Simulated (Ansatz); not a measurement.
# BN: the cost of one run

Program: Ansatz 0.2.0. Level of theory: DFT PBE, scalar-relativistic, plane waves, PAW. These are calculated values, not measurements.

3 further runs of the same task are left out: 3 set aside as unsound or not needed.

## Step 1: The starting structure

It takes space group F-43m (No. 216, cubic). The conventional cell has a = 3.625 Å, b = 3.625 Å, c = 3.625 Å, α = 90.00°, β = 90.00°, γ = 90.00°. Around B (site symmetry -43m) lie 4 N at 1.57 Å. Around N (site symmetry -43m) lie 4 B at 1.57 Å.

Structure file:

```cif
data_structure
_symmetry_space_group_name_H-M 'F-43m'
_symmetry_Int_Tables_number 216
_cell_length_a 3.6247
_cell_length_b 3.6247
_cell_length_c 3.6247
_cell_angle_alpha 90.000
_cell_angle_beta 90.000
_cell_angle_gamma 90.000
_cell_volume 47.62
loop_
_atom_site_label
_atom_site_type_symbol
_atom_site_symmetry_multiplicity
_atom_site_Wyckoff_symbol
_atom_site_fract_x
_atom_site_fract_y
_atom_site_fract_z
_atom_site_occupancy
B1 B 4 a 0.00000 0.00000 0.00000 1
N1 N 4 d 0.25000 0.75000 0.25000 1
```

It goes back to an entry of the Materials Project.

It is built from the cell relaxed beforehand with the same method (5.95 Å³/atom).

## Step 2: The reference cell

The cell is repeated 4 times, 8 atoms in all. The reference gives a free energy of -2169.1028 eV, pressure -0.01 GPa, largest force 0.000 eV/Å and gap on the mesh 4.46 eV. It was computed beforehand with the settings of the runs below.

## Step 3: Next: moving one atom along a line

Atom 5 (N) is moved by x along the Cartesian unit vector (0.000, 1.000, 0.000); the cell and all other atoms stay fixed. Forces below are components along that vector, summed over the moved atoms. In a periodic cell its images move with it.

## Step 4: Point x = -0.100 Å

input.yaml

```yaml
crystal:
  lattice:
    - [3.6246970237, 0.0, 0.0]
    - [0.0, -3.6246970237, 0.0]
    - [0.0, 0.0, -3.6246970237]
  atoms:
    - { symbol: B, position: [0.0, 0.0, 0.0] }
    - { symbol: B, position: [0.5, 0.5, 0.0] }
    - { symbol: B, position: [0.5, 0.0, 0.5] }
    - { symbol: B, position: [0.0, 0.5, 0.5] }
    - { symbol: "N", position: [0.75, 0.7775885127, 0.75] }
    - { symbol: "N", position: [0.25, 0.25, 0.75] }
    - { symbol: "N", position: [0.25, 0.75, 0.25] }
    - { symbol: "N", position: [0.75, 0.25, 0.25] }
basis:
  ecutwfc: 420
kpoints:
  mp_grid: { grid: [6, 6, 6] }
hamiltonian:
  xc: pbe
scf:
  occupations: { method: gaussian, width: 0.05 }
output:
  forces: true
  stress: true
  eigenvalues: true
```

On the command line:

```sh
$ ansatz run input.yaml --threads 1 --pin off --max-ram 2560MiB --backend cpu --events-out ev --progress --plain --runs-dir out
```

**Question.** How long does this run take on 1 thread of Arm Neoverse V2, shared host, and how much memory does it need?

About 5.5 s, with a peak of 0.33 GiB.
